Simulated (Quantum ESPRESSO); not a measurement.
Sn under changes of volume

One of the cells (28.673 Å³/atom); the others are scaled copies at fixed shape and fractional positions:

```
Sn
1.0
    -1.72654    1.77555    2.33834
     1.72654   -1.77555    2.33834
     1.72654    1.77555   -2.33834
Sn
1
Direct
  0.00000 0.00000 0.00000
```

This isn't the form of Sn at room conditions, which is tetragonal (white tin).

* Program: Quantum ESPRESSO 7.5
* Functional: PBE
* Potentials or basis: SSSP 1.3 efficiency PBE
* Cutoff: 816 eV
* Density cutoff: 6531 eV
* k mesh: 11 × 11 × 11
* Occupations: fermi-dirac, width 0.05 eV
* Spin: no spin polarisation

```csv
volume (Å³/atom),energy over the lowest point (meV/atom),pressure (GPa)
26.953,7.38,2.1
27.526,1.70,1.0
28.100,0.00,-0.1
28.673,?,?
29.247,6.81,-1.8
29.820,14.58,-2.6
30.394,24.81,-3.2
```

What does the run at 28.673 Å³/atom give?

Energy over the lowest point 1.84 meV/atom; pressure -1.0 GPa.

Worked out: A Birch-Murnaghan fit of order 3 (a polynomial in V^(-2/3)) to the other rows has its minimum at 28.08 Å³/atom with B0 = V·E''(V) = 49 GPa and B' = 4.9 at fixed shape and positions, which overstates the stiffness. It gives 1.84 meV/atom at 28.673 Å³/atom, against the run's 1.84, and -dE/dV = -1.0 GPa, against -1.0.

Energies are extrapolated to zero smearing.
